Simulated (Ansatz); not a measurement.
# NaH: the cost of one run

Computed with Ansatz 0.2.0 (reference: DFT, HSE06, plane waves, PAW, unless a step's input says otherwise).

5 further runs of the same task are left out: 5 that didn't finish.

**1. The system as given**

The structure is cubic, space group F-43m (No. 216). The conventional cell has a = 5.194 Å, b = 5.194 Å, c = 5.194 Å, α = 90.00°, β = 90.00°, γ = 90.00°. Around Na (site symmetry -43m) lie 4 H at 2.25 Å. H (site symmetry -43m) has 4 Na at 2.25 Å as nearest neighbours.

Coordinates:

```
CELL_PARAMETERS angstrom
0.00000 2.59692 2.59692
2.59692 0.00000 2.59692
2.59692 2.59692 0.00000
ATOMIC_POSITIONS crystal
Na 0.00000 0.00000 0.00000
H 0.25000 0.25000 0.25000
```

**2. Baseline**

The input, input.yaml:

```yaml
crystal:
  lattice:
    - [0.0, 2.5969210544, 2.5969210544]
    - [2.5969210544, 0.0, 2.5969210544]
    - [2.5969210544, 2.5969210544, 0.0]
  atoms:
    - { symbol: Na, position: [0.0, 0.0, 0.0] }
    - { symbol: H, position: [0.25, 0.25, 0.25] }
kpoints:
  mp_grid: { grid: [4, 4, 4] }
hamiltonian:
  xc: hse06
scf:
  occupations: { method: fixed }
  n_extra_bands: 4
output:
  forces: true
  stress: true
  eigenvalues: true
  write_density: true
  write_potential: true
  elf: true
  volumetric_format: npy
```

Command:

```console
ansatz run input.yaml --threads 4 --pin off --max-ram 3686MiB --backend cpu --events-out ev --progress --plain --runs-dir out
```

What time and memory should one allow on 4 threads of an x86-64 CPU, shared host?

About 14 s, with a peak of 0.45 GiB.
